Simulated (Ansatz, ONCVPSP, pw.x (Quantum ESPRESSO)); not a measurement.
Ge (Z = 32): does the ONCV potential hold in the solid?

- Element: Ge
- Generator: ONCVPSP 4.0.1.1 (patched build)
- Type: optimised norm-conserving Vanderbilt (ONCV)
- Functional: PBE
- Relativity: scalar-relativistic
- Frozen core: [Ar] 3d10
- Valence charge: 4
- Reference configuration: 4s2 4p2
- Partial waves: 4s: rc 1.50 bohr, ncon 4, nbas 9, qcut 4.2 1/bohr, local; 4p: rc 2.10 bohr, ncon 4, nbas 8, qcut 3.3 1/bohr, 3 projectors, debl 2 Ha
- Local potential: the s channel
- Core correction: Teter function, fcfact 2.25, rcfact 1.25

Atomic tests: cutoffs needed: 8.6 Ha and 26 Ha (the cutoffs (Ha) at which the residual kinetic energy of the hardest occupied pseudo-wave falls to 1 and 0.1 mHa per electron); ghost test: no bound ghost flagged; no localised positive-energy state flagged; largest excitation error: -38 meV (all-electron minus pseudo) for 4s1 4p0, out of 4 test configurations.

Crystal test: diamond Ge in pw.x 7.5, no spin, 8³ k-points, Fermi–Dirac smearing 0.01 Ry, cutoffs 65/260 Ry. The reference is all-electron LAPW (Ansatz 0.2.0) with the same functional, mesh and smearing; V0 and B0 come from Birch–Murnaghan fits to the pressures at five volumes. Errors are pseudo minus all-electron; Δ is the rms difference of the E(V) curves that follow from these fits, minima aligned, over ±6 % about the mean V0. Mesh and smearing are coarse, so the numbers serve the comparison and aren't converged zero-temperature values; the lattice is a test structure that the element need not adopt.

```json
{"V (Å³/atom)": "22.753", "P all-electron (GPa)": "3.34", "P pseudo (GPa)": "-1.54"}
{"V (Å³/atom)": "23.352", "P all-electron (GPa)": "1.55", "P pseudo (GPa)": "-2.97"}
{"V (Å³/atom)": "23.951", "P all-electron (GPa)": "0.00", "P pseudo (GPa)": "-4.19"}
{"V (Å³/atom)": "24.550", "P all-electron (GPa)": "-1.34", "P pseudo (GPa)": "-5.25"}
{"V (Å³/atom)": "25.149", "P all-electron (GPa)": "-2.50", "P pseudo (GPa)": "-6.15"}
```

All-electron: a0 = 5.765 Å (V0 = 23.95 Å³/atom), B0 = 57.6 GPa.

Pseudopotential: mean pressure error (GPa): -4.23. The pressure does not cross zero within the volumes sampled, so no fit is given. This is a poor potential for the solid.

Q: At the middle volume, how do free energy and pressure move when the wave cutoff is lowered (ecutrho kept at four times it)?

A:

| cutoff (Ry) | shift of F (meV/atom) | shift of P (GPa) |
| --- | --- | --- |
| 29 | +15.7 | -0.10 |
| 39 | +8.2 | +0.02 |
| 52 | +2.6 | -0.03 |

The run at the middle volume (29 k-points, 7 iterations) took about 19 s on one core of a shared host (Neoverse-N1, 64 threads, 124 GiB, load 56).
